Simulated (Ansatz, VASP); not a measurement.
## Sn in VASP and in Ansatz

File INCAR:

```
  PREC = Accurate
  ENCUT = 600
  EDIFF = 1E-7
  ISMEAR = 0
  SIGMA = 0.1
  LREAL = False
  LASPH = True
  NELM = 100
  ALGO = Normal
  ISIF = 3
  LWAVE = False
  LCHARG = False
  GGA = PS
  IBRION = 2
  NSW = 100
  EDIFFG = -0.005
```

File KPOINTS:

```
regular mesh
0
Gamma
  16 16 16
```

The input POSCAR:

```
Sn
1.0
   -2.9196440750      2.9196440750      1.5938000000
    2.9196440750     -2.9196440750      1.5938000000
    2.9196440750      2.9196440750     -1.5938000000
Sn
2
Direct
    0.0000000000      0.0000000000      0.0000000000
    0.7500000000      0.2500000000      0.5000000000
```

Input for Ansatz:

```yaml
crystal:
  lattice:
    - [-2.919644075, 2.919644075, 1.5938]
    - [2.919644075, -2.919644075, 1.5938]
    - [2.919644075, 2.919644075, -1.5938]
  atoms:
    - { symbol: Sn, position: [0.0, 0.0, 0.0] }
    - { symbol: Sn, position: [0.75, 0.25, 0.5] }
basis:
  ecutwfc: 420
kpoints:
  mp_grid: { grid: [16, 16, 16] }
hamiltonian:
  xc: pbesol
scf:
  occupations: { method: gaussian, width: 0.1 }
output:
  forces: true
  stress: true
  eigenvalues: true
  write_density: true
  write_potential: true
  elf: true
  volumetric_format: npy
relax:
  adjacent_minimum: "off"
  f_tol: 0.005
  max_steps: 80
  cell: { stress_tol: 0.05 }
```

Alike in both runs: task relaxation of cell and atoms; functional PBEsol; k mesh 16 × 16 × 16; occupations gaussian, width 0.1 eV; no spin polarisation.

|  | VASP | Ansatz |
| --- | --- | --- |
| version | VASP 6.6.1 | Ansatz 0.2.0 |
| potentials or method | VASP PAW PBE potentials, release 64 (Sn_d) | scalar-relativistic, plane waves, PAW |
| plane-wave cutoff (eV) | 600 | 420 |
| valence electrons in the cell | 28 | 28 |

|  | VASP | Ansatz | Ansatz less VASP |
| --- | --- | --- | --- |
| gap on the k mesh at the Fermi level, each at its own relaxed structure (eV) | none | none | - |
| relaxed volume (Å³/atom) | 26.86 | 26.86 | -0.002 |
| relaxed cell length with the largest relative difference (Å) | 4.419 | 4.419 | -0.0006 |
| energy change over the relaxation (meV/atom) | -1 | -1 | 0.0 |

A gap of «none» marks a metal or a gap that the smearing closes.

Caveats: the PAW data sets were made with another functional, which shifts forces and pressure a little (VASP).
